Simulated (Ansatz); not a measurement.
A run of Ansatz 0.2.0 is set up as follows.

The input input.yaml:

```yaml
crystal:
  lattice:
    - [0.0, 2.5519910612, 2.5519910612]
    - [2.5519910612, 0.0, 2.5519910612]
    - [2.5519910612, 2.5519910612, 0.0]
  atoms:
    - { symbol: "Y", position: [0.0, 0.0, 0.0] }
hamiltonian:
  xc: revpbe
  pseudopotentials: { kind: paw_fr }
  dispersion: d3bj
magnetization:
  noncollinear: true
  spin_orbit: true
kpoints:
  mp_grid: { grid: [9, 9, 9] }
scf:
  occupations: { method: gaussian, width: 0.1 }
output:
  forces: true
  stress: true
  eigenvalues: true
  write_density: true
  write_potential: true
  elf: true
  volumetric_format: npy
```

Potentials or basis: Ansatz PAW.

Run with:

```sh
$ ansatz run input.yaml --threads 1 --pin off --max-ram 2560MiB --backend cpu --events-out ev --progress --plain --runs-dir out
```

Question: Predict the pressure.

Answer: -2.7 GPa.

Question: What does it give for the band gap on the k mesh?

Answer: None (metal or under the smearing width).

Caveat: pairwise dispersion overbinds metals, which lowers pressure and volume; the PAW data sets come from PBE, with cores solved anew for the run's functional, which leaves a small shift of forces and pressure.
